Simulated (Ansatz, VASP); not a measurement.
**One calculation of Ni, two programs**

File INCAR:

```
SYSTEM = Ni
  ALGO = Normal
  EDIFF = 1E-8
  ENCUT = 520
  GGA = PE
  ISIF = 2
  ISMEAR = -1
  ISPIN = 2
  LASPH = .TRUE.
  LCHARG = .FALSE.
  LEFG = .TRUE.
  LMAXMIX = 4
  LORBIT = 11
  LREAL = .FALSE.
  LWAVE = .FALSE.
  MAGMOM = 1.5
  NBANDS = 15
  NELM = 150
  PREC = Accurate
  SIGMA = 0.08
```

Contents of KPOINTS:

```
k-points
0
G
  18 18 18
  0 0 0
```

File POSCAR:

```
Ni
1.0
   -1.4569566363      1.4009198426      1.4009198426
    1.4009198426     -1.4569566363      1.4009198426
    1.4009198426      1.4009198426     -1.4569566363
Ni
1
Direct
    0.0000000000      0.0000000000      0.0000000000
```

Input for Ansatz:

```yaml
crystal:
  lattice:
    - [-1.4569566363, 1.4009198426, 1.4009198426]
    - [1.4009198426, -1.4569566363, 1.4009198426]
    - [1.4009198426, 1.4009198426, -1.4569566363]
  atoms:
    - { symbol: Ni, position: [0.0, 0.0, 0.0], spin: 1.5 }
magnetization:
  spin_polarized: true
kpoints:
  mp_grid: { grid: [18, 18, 18] }
scf:
  occupations: { method: fermi_dirac, width: 0.08 }
hamiltonian:
  xc: pbe
  pseudopotentials: { kind: paw }
output:
  forces: true
  stress: true
  eigenvalues: true
  efg: { contact_densities: true }
```

Change from the starting cell: equal xy, yz and zx shear strains of -4 %, PAW files.

Alike in both runs: task electric field gradients; functional PBE; k mesh 18 × 18 × 18; occupations fermi-dirac, width 0.08 eV; collinear spin.

|  | VASP | Ansatz |
| --- | --- | --- |
| version | VASP 6.6.1 | Ansatz 0.2.0 |
| potentials or method | VASP PAW PBE potentials, release 64 (Ni) | PAW with Ansatz's default frozen-core files, scalar-relativistic |
| plane-wave cutoff (eV) | 520 | 420 |
| valence electrons in the cell | 10 | 18 |

|  | VASP | Ansatz | Ansatz less VASP |
| --- | --- | --- | --- |
| pressure (GPa) | 1.1 | 1.2 | +0.11 |
| largest component of the traceless stress (GPa) | 6.60 | 6.74 | +0.139 |
| net moment per atom (μB) | 0.54 | 0.55 | +0.011 |
| size of the moment on the site where the two differ most (μB) | 0.55 | 0.58 | +0.033 |
| Vzz of the field gradient on the site that differs most (V/Å²) | -4.3 | 0.8 | +5.05 |

Site moments also hang on the region over which each program counts them. The two sets of potentials don't hold the same shells in valence.
